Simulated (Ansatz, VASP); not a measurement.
**CdSe: VASP beside Ansatz**

```
Cd Se
1.0
     0.00000    3.07027    3.07027
     3.07027    0.00000    3.07027
     3.07027    3.07027    0.00000
Cd Se
1 1
Direct
  0.99186 0.00814 0.00814
  0.25000 0.25000 0.25000
```

Alike in both runs: task electric field gradients; functional PBE; k mesh 8 × 8 × 8; occupations fermi-dirac, width 0.03 eV; no spin polarisation.

|  | VASP | Ansatz |
| --- | --- | --- |
| version | VASP 6.6.1 | Ansatz 0.2.0 |
| potentials or method | VASP PAW PBE potentials, release 64 (Cd, Se), cutoff 520 eV | all-electron PAW with datasets made for the crystal, scalar-relativistic |

Ansatz gave:

```
pressure (GPa)                                                 : 1.3
largest component of the traceless stress (GPa)                : 0.81
rms of the force components (eV/Å)                             : 0.130
Vzz of the field gradient on the site that differs most (V/Å²) : -18.6
```

Q: Which values does VASP return?

A: Pressure (GPa): 1.6; largest component of the traceless stress (GPa): 0.84; rms of the force components (eV/Å): 0.133; Vzz of the field gradient on the site that differs most (V/Å²): -20.3.

Atom by atom the forces differ by 0.003 eV/Å (rms over components). Ansatz ran all-electron here, so the differences hold the error of VASP's frozen core and of both bases. Ansatz warned: «gradients_without_spin_orbit».
